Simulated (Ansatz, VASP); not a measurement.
Sn: VASP beside Ansatz

File INCAR:

```
SYSTEM = Sn
ALGO = Normal ; EDIFF = 1E-6
ENCUT = 520 ; GGA = CA
ISIF = 2 ; ISMEAR = -1
LASPH = .True. ; LCHARG = .False.
LREAL = .False. ; LWAVE = .False.
NBANDS = 13 ; NELM = 100
PREC = Accurate ; SIGMA = 0.05
```

File KPOINTS:

```
k-points
0
Gamma
  11 11 11
  0 0 0
```

Contents of POSCAR:

```
Sn
1.0
   -1.7265390000      1.7755470000      2.3383420000
    1.7265390000     -1.7755470000      2.3383420000
    1.7265390000      1.7755470000     -2.3383420000
Sn
1
Direct
    0.0000000000      0.0000000000      0.0000000000
```

Contents of input.yaml:

```yaml
crystal:
  lattice:
    - [-1.726539, 1.775547, 2.338342]
    - [1.726539, -1.775547, 2.338342]
    - [1.726539, 1.775547, -2.338342]
  atoms:
    - { symbol: Sn, position: [0.0, 0.0, 0.0] }
kpoints:
  mp_grid: { grid: [11, 11, 11] }
  band_path:
    path:
      - [0.0, 0.0, 0.0]
      - [-0.3862939988, 0.3862939988, 0.3862939988]
      - [-0.2804352521, 0.2804352521, 0.4921527456]
      - [0.0, 0.0, 0.5]
      - [0.25, 0.25, 0.25]
      - [0.0, 0.5, 0.0]
      - [0.3862939988, 0.6137060012, -0.3862939988]
      - [0.5, 0.5, -0.5]
    npoints: 12
scf:
  occupations: { method: fermi_dirac, width: 0.05 }
hamiltonian:
  xc: lda
  pseudopotentials: { kind: all_electron, lapw: { basis_error: 0.001 } }
output:
  forces: true
  stress: true
  eigenvalues: true
```

Alike in both runs: functional LDA; k mesh 11 × 11 × 11; occupations fermi-dirac, width 0.05 eV; no spin polarisation.

```csv
,VASP,Ansatz
version,VASP 6.6.1,Ansatz 0.2.0
potentials or method,"VASP PAW LDA potentials, release 64 (Sn_d)","all-electron LAPW, scalar-relativistic"
plane-wave cutoff (eV),520,see its input
task,single point,band structure
```

VASP gave:

- gap on the k mesh at the Fermi level (eV): none
- pressure (GPa): -4.7
- largest component of the traceless stress (GPa): 0.98

Problem. Which values does Ansatz return?

Solution. gap on the k mesh at the Fermi level (eV): none; pressure (GPa): -4.8; largest component of the traceless stress (GPa): 0.99.

A gap of «none» marks a metal or a gap that the smearing closes. Ansatz ran all-electron here, so the differences hold the error of VASP's frozen core and of both bases.

Caveats: spin-orbit coupling is left out, which moves the levels of the heavy elements (Ansatz).
